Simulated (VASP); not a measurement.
**AgCl (Chlorargyrite): relaxation of the atoms with PBE+D3(BJ)**

The system is AgCl (Chlorargyrite).

```xyz
2
Lattice="0.0000 2.8069 2.8069 2.8069 0.0000 2.8069 2.8069 2.8069 0.0000" Properties=species:S:1:pos:R:3 pbc="T T T"
Ag    0.0000    0.0000    0.0000
Cl    2.8069    2.8069    2.8069
```

The cell isn't the ideal one: a relaxed cell with its volume scaled by 1.06.

| Quantity | Value |
| --- | --- |
| Program | VASP 6.6.1 |
| Task | relaxation of the atoms |
| Functional | PBE |
| Dispersion | D3(BJ) |
| Potentials or basis | VASP PAW PBE potentials, release 64 (Ag, Cl) |
| Cutoff | 600 eV |
| k mesh | 8 × 8 × 8 |
| Occupations | gaussian, width 0.03 eV |
| Spin | no spin polarisation |
| Further INCAR settings | ALGO = Normal; EDIFF = 1e-07; IBRION = 2; EDIFFG = -0.01; NSW = 40 |

```json
{
 "Pressure after relaxing": "-2.5 GPa",
 "Band gap on the k mesh": "0.92 eV, indirect (least direct gap 3.07 eV)",
 "Dispersion energy per atom": "-0.319 eV"
}
```

Final structure:
```cif
data_structure
_symmetry_space_group_name_H-M 'P 1'
_symmetry_Int_Tables_number 1
_cell_length_a 3.9696
_cell_length_b 3.9696
_cell_length_c 3.9696
_cell_angle_alpha 60.000
_cell_angle_beta 60.000
_cell_angle_gamma 60.000
_cell_volume 44.23
loop_
_atom_site_label
_atom_site_type_symbol
_atom_site_fract_x
_atom_site_fract_y
_atom_site_fract_z
_atom_site_occupancy
Ag1 Ag 0.00000 0.00000 0.00000 1
Cl1 Cl 0.50000 0.50000 0.50000 1
```

Levels at points of the mesh, in eV from the valence-band top:
| k point | band 7 | band 8 | band 9 | band 10 | band 11 | band 12 |
| --- | --- | --- | --- | --- | --- | --- |
| (0.00, 0.00, 0.00) | -2.17 | -2.17 | -2.17 | 0.92 | 10.87 | 10.87 |
| (0.50, 0.00, 0.00) | -1.67 | 0.00 | 0.00 | 4.34 | 6.34 | 7.74 |
| (0.50, 0.50, 0.00) | -1.86 | -1.86 | -1.79 | 2.44 | 8.08 | 8.52 |

Run time: 6.2 s on 1 thread of Intel(R) Xeon(R) 6975P-C (Granite Rapids) (shared host), peak memory 0.19 GiB.

Caveat: the relaxation stopped at its first step, so nothing moved. A k mesh can miss the band edges.
